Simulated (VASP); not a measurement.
Here is a VASP 6.6.1 calculation.

File INCAR:

```
SYSTEM = CdSe
  PREC = Accurate
  ENCUT = 520
  EDIFF = 1E-6
  ISMEAR = 0
  SIGMA = 0.025
  LREAL = .FALSE.
  LASPH = .TRUE.
  NELM = 80
  ALGO = Normal
  ISIF = 2
  LWAVE = .FALSE.
  LCHARG = .FALSE.
  GGA = PE
```

File KPOINTS:

```
Automatic mesh
0
G
  8 8 8
  0 0 0
```

The input POSCAR:

```
CdSe
1.0
    0.0000000000      3.0702711986      3.0702711986
    3.0702711986      0.0000000000      3.0702711986
    3.0702711986      3.0702711986      0.0000000000
Cd Se
1 1
Direct
    0.0000000000      0.0000000000      0.0000000000
    0.2500000000      0.2500000000      0.2500000000
```

Potentials or basis: VASP PAW PBE potentials, release 64 (Cd, Se).

The run is started by

```sh
$ cat potpaw_PBE.64/Cd/POTCAR potpaw_PBE.64/Se/POTCAR > POTCAR
$ mpirun -np 1 vasp_std > vasp.out
```

(1) Predict the band gap on the k mesh.

(2) What does it give for the pressure?

## Answers

(1) 0.55 eV, direct.

(2) 1.6 GPa.
